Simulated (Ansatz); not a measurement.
Level of theory: Ansatz, DFT, revPBE, plane waves (420 eV) with PAW, scalar-relativistic. The PAW files were generated under PBE, with cores re-solved for the functional.

An element in the simple cubic structure gives this curve. The cell is scaled uniformly from the relaxed one, with fractional coordinates and shape fixed. Energies are extrapolated to zero smearing, pressures are those at the given smearing. Magnetic state: spin not included.

```
V (Å³/atom)  E − E₀ (meV/atom)  P (GPa)
     31.642               88.7     7.51
     33.081               36.2     4.43
     34.519                8.3     1.98
     35.957                0.0     0.04
     37.396                7.3    -1.50
     38.834               26.9    -2.72
     40.272               56.3    -3.69
```

(1) Which element is it?
A. bismuth
B. sodium
C. ytterbium
D. lutetium

Results:

(1) A. Its fit is V₀ = 35.95 Å³/atom, B₀ = 43 GPa, B₀′ = 4.7.
